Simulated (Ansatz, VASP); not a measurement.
# P in VASP and in Ansatz

```
P
1.0
     2.60617    0.00000    0.00000
    -1.30308    2.25701    0.00000
     0.00000    0.00000    9.58068
P
4
Direct
  0.00000 0.00000 0.00000
  0.00000 0.00000 0.50000
  0.33333 0.66667 0.25000
  0.66667 0.33333 0.75000
```

Alike in both runs: task single point; functional PBEsol; k mesh 16 × 16 × 4; occupations fermi-dirac, width 0.1 eV; no spin polarisation.

|  | VASP | Ansatz |
| --- | --- | --- |
| version | VASP 6.6.1 | Ansatz 0.2.0 |
| potentials or method | VASP PAW PBE potentials, release 64 (P) | plane waves (420 eV) with PAW, scalar-relativistic |
| plane-wave cutoff (eV) | 520 | 420 |
| valence electrons in the cell | 20 | 20 |

|  | VASP | Ansatz | Ansatz less VASP |
| --- | --- | --- | --- |
| pressure (GPa) | -0.1 | -0.2 | -0.14 |
| largest component of the traceless stress (GPa) | 0.30 | 0.27 | -0.028 |

With one functional, cell and mesh, what is left measures potentials, basis and numerics. Ansatz warned: «pseudo_functional_mismatch».

Caveats: the PAW data sets were made with another functional, which shifts forces and pressure a little (VASP).
